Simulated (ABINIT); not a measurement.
# KF (Carobbiite): G0W0 with ABINIT, start to end, part 3 of 3

Aim: the G0W0 gap of KF (Carobbiite) on PBE, step by step.

ABINIT 10.8.3; PBE and many-body steps on it, plane waves. Known limits of the many-body steps: not at the basis limit; coarse k mesh.

So far. Step 4 (Empty states on the mesh, 4×4×4 mesh, 102 bands): On this mesh the gap is 6.199 eV. Step 5 (Screening, 4×4×4 mesh, 94 bands, screening to 163.3 eV): Local fields lower ε∞ by 10 %. On a Γ-centred mesh this coarse the value itself is usually too large, while a short band sum pulls it down.

## (6) Self-energy, 4×4×4 mesh, 94 bands, screening to 163.3 eV

The self-energy is evaluated for the states that the input lists, and the levels follow from it, in one-shot runs by the linearised quasiparticle equation.

This step: G0W0 on PBE, plane waves, norm-conserving pseudopotentials.

Contents of run.abi:

```
acell 3*1.0 Angstrom
rprim 
  -0.000000000000 2.671850000000 2.671850000000
  2.671850000000 -0.000000000000 2.671850000000
  2.671850000000 2.671850000000 0.000000000000
ntypat 2
znucl 19 9
natom 2
typat 1 2
xred 
  0.000000000000 0.000000000000 0.000000000000
  0.500000000000 0.500000000000 0.500000000000
pp_dirpath "pseudos"
pseudos "K.upf, F.upf"
ecut 36
ngkpt 4 4 4
nshiftk 1
shiftk 0 0 0
kptopt 1
chksymbreak 0
istwfk *1
occopt 1
irdwfk 1
optdriver 4
nband 94
gwcalctyp 0
ecutsigx 36
symsigma 1
nkptgw 1
kptgw 
  0.0000000000 0.0000000000 0.0000000000
bdgw 
  6 12
ecuteps 6
irdscr 1
ppmodel 1
indata_prefix "in"
outdata_prefix "out"
tmpdata_prefix "tmp"
```

Started as:

```console
> OMP_NUM_THREADS=1 mpirun -n 8 abinit run.abi > log
```

Numbers of over 12 decimals in the logs are rounded to 6 here.

The program printed:

```text
.Version 10.8.3 of ABINIT. v10.8.2 released Aug 2026.

 Symmetries : space group Fm -3 m (#225); Bravais cF (face-center cubic)
[... echo of the input left out ...]
== DATASET  1 ==================================================================
-   mpi_nproc: 8, omp_nthreads: 1 (-1 if OMP is not activated)

--- !DatasetInfo
iteration_state: {dtset: 1, }
dimensions: {natom: 2, nkpt: 8, mband: 94, nsppol: 1, nspinor: 1, nspden: 1, mpw: 2685, }
cutoff_energies: {ecut:  36.0, pawecutdg:  -1.0, }
electrons: {nelect:   1.60000000E+01, charge:   0.00000000E+00, occopt:   1.00000000E+00, tsmear:   1.00000000E-02, }

 SIGMA: Calculation of the GW corrections

 Based on a program developped by R.W. Godby, V. Olevano, G. Onida, and L. Reining.
 Incorporated in ABINIT by V. Olevano, G.-M. Rignanese, and M. Torrent.
.Using double precision arithmetic ; gwpc =  8

[... cell and pseudopotentials left out ...]
--------------------------------------------------------------------------------

 ==== K-mesh for the wavefunctions ====
 Number of points in the irreducible wedge :     8
[... list of points left out ...]
 Together with 48 symmetry operations and time-reversal symmetry
 yields    64 points in the full Brillouin Zone.

 ==== Q-mesh for screening function ====
 Number of points in the irreducible wedge :     8
[... list of points left out ...]
 Together with 48 symmetry operations and time-reversal symmetry
 yields    64 points in the full Brillouin Zone.

 vcoul_init : cutoff-mode = AUXILIARY_FUNCTION
 q-points for optical limit:   1
     1)      0.000010    0.000020    0.000030
 setmesh: FFT mesh size selected  =    40x   40x   40
          total number of points  =        64000

 Number of electrons calculated from density =   16.0000; Expected =   16.0000
 average of density, n =  0.062152
 r_s =    1.5661
 omega_plasma =   24.0483 [eV]

 === KS Band Gaps ===
  >>>> For spin  1
   Minimum direct gap =   6.1994 [eV], located at k-point      :   0.0000  0.0000  0.0000
   Fundamental gap    =   6.1994 [eV], Top of valence bands at :   0.0000  0.0000  0.0000
                                       Bottom of conduction at :   0.0000  0.0000  0.0000
 SIGMA fundamental parameters:
 PLASMON POLE MODEL  1
 number of plane-waves for SigmaX                 2685
 number of plane-waves for SigmaC and W            169
 number of plane-waves for wavefunctions          2685
 number of bands                                    94
 number of independent spin polarizations            1
 number of spinorial components                      1
 number of k-points in IBZ                           8
 number of q-points in IBZ                           8
 number of symmetry operations                      48
 number of k-points in BZ                           64
 number of q-points in BZ                           64
 number of frequencies for dSigma/dE                 9
 frequency step for dSigma/dE [eV]                0.25
 number of omega for Sigma on real axis              0
 max omega for Sigma on real axis  [eV]           0.00
 zcut for avoiding poles [eV]                     0.10

 EPSILON^-1 parameters (SCR file):
 dimension of the eps^-1 matrix on file            169
 dimension of the eps^-1 matrix used               169
 number of plane-waves for wavefunctions          2685
 number of bands                                    94
 number of q-points in IBZ                           8
 number of frequencies                               2
 number of real frequencies                          1
 number of imag frequencies                          1

 matrix elements of self-energy operator (all in [eV])

 Perturbative Calculation

--- !SelfEnergy_ee
iteration_state: {dtset: 1, }
kpoint     : [   0.000,    0.000,    0.000, ]
spin       : 1
KS_gap     :    6.199
QP_gap     :    9.545
Delta_QP_KS:    3.346
data: !SigmaeeData |
     Band     E0 <VxcDFT>   SigX SigC(E0)      Z dSigC/dE  Sig(E)    E-E0       E
        6   0.131 -21.899 -29.492   4.782   0.809  -0.235 -24.174  -2.276  -2.145
        7   0.131 -21.899 -29.492   4.782   0.809  -0.235 -24.174  -2.276  -2.145
        8   0.131 -21.899 -29.492   4.782   0.809  -0.235 -24.174  -2.276  -2.145
        9   6.330  -7.969  -4.003  -2.776   0.899  -0.113  -6.899   1.070   7.400
       10  10.825 -10.841  -4.968  -3.016   0.892  -0.121  -8.294   2.547  13.372
       11  10.825 -10.841  -4.968  -3.016   0.892  -0.121  -8.294   2.547  13.372
       12  10.825 -10.841  -4.968  -3.016   0.892  -0.121  -8.294   2.547  13.372

== END DATASET(S) ==============================================================
================================================================================

 -outvars: echo values of variables after computation  --------
           etotal      0.0000000000E+00
            nband          94
             nkpt           8
          spgroup         225
 [... the other variables as echoed above ...]

 Calculation completed.
```

It took 3.1 s on 8 MPI ranks of Arm Neoverse V2, shared host; peak memory 0.6 GiB; 23 s of CPU time.

This step gave:

| Property | Result |
| --- | --- |
| G0W0 gap on the points computed | 9.545 eV |
| starting gap on the mesh | 6.199 eV |
| k of the valence top | 0, 0, 0 |
| k of the conduction bottom | 0, 0, 0 |
| Z at the valence top | 0.809 |
| Z at the conduction bottom | 0.899 |
| least direct G0W0 gap on the computed points | 9.545 eV |

The gap on the mesh goes from 6.20 eV to 9.54 eV, a correction of +3.35 eV.

Limits: finite bands, cutoff and mesh; coarse k mesh. v1 is the top filled band, c1 the lowest empty one. The levels before and after the correction (eV, zero at the valence-band top of each column):

```csv
,conduction bottom,valence top
Kohn-Sham,6.20,0.00
G0W0,9.54,0.00
```

```csv
,level,energy (eV)
Kohn-Sham,Γ v3-v1,0.000
Kohn-Sham,Γ c1,6.199
Kohn-Sham,Γ c2-c4,10.694
G0W0,Γ v3-v1,0.000
G0W0,Γ c1,9.545
G0W0,Γ c2-c4,15.517
```

## (7) Where the time went

Times are wall times on 8 MPI ranks of Arm Neoverse V2, shared host, good to a factor of about two.

```csv
step,time,share,memory (GiB)
ground state,4.7 s,13 %,0.56
bands along the symmetry lines,6.2 s,16 %,0.5
empty states on the mesh,16 s,44 %,3.5
screening,7.1 s,19 %,1.0
self-energy,3.1 s,8 %,0.6
```

## (8) Outcome

```yaml
pbe_gap: 6.20 eV, direct
g0w0_gap_on_the_mesh: 9.54 eV
gw_settings: 4×4×4 mesh, 94 bands, screening to 163.3 eV, Godby-Needs plasmon pole
known_limits: not at the basis limit; coarse k mesh
```

What this shows: G0W0 moves the gap on the mesh from 6.20 eV to 9.54 eV (+3.35 eV), with Z of 0.81 and 0.90 at the edges. Local fields lower the RPA ε∞ on this mesh from 2.10 to 1.90; a Γ-centred mesh this coarse tends to raise both, most where the direct gap is narrow, while a short band sum lowers them. Only 1 of the mesh's irreducible points was corrected, so a valley elsewhere could overtake. The dearest step here is «empty states on the mesh». Bands and cutoff are finite, so the gap is not at the basis limit. The miss can reach some tenths of an eV and take either sign; the mesh is an error of its own. In the G0W0 run levels were corrected at 1 k point alone, so a gap called «on the mesh» is the least over those, and an edge elsewhere would be missed. The 4×4×4 mesh is coarse for this cell, which bears on the long-range parts of exchange and screening.

[Paths, hosts, dates, memory and timing lines, banners, echoed tables and standing remarks are left out of the program output.]

[Logs are printed without paths, hosts, clocks, repeated set-up lines and the standing remarks that a program may print on its own settings, such as how far it seeks lower states.]

[Runs of the session that timed out or met a known fault of the program may be left out.]

[Hosts, paths, dates, database ids (printed as entryN), source tags and the programs' standing remarks are cut or masked in the printed files.]

[G0W0 gaps are taken among the corrected bands and points alone; a level outside them can change the order at an edge.]

[Where Ansatz stands beside ABINIT at settings called matched, ABINIT's density can come from a denser mesh and the files from another edition; pairs whose starting gaps differed by over 0.03 eV were left out, so agreement reads better than it is.]
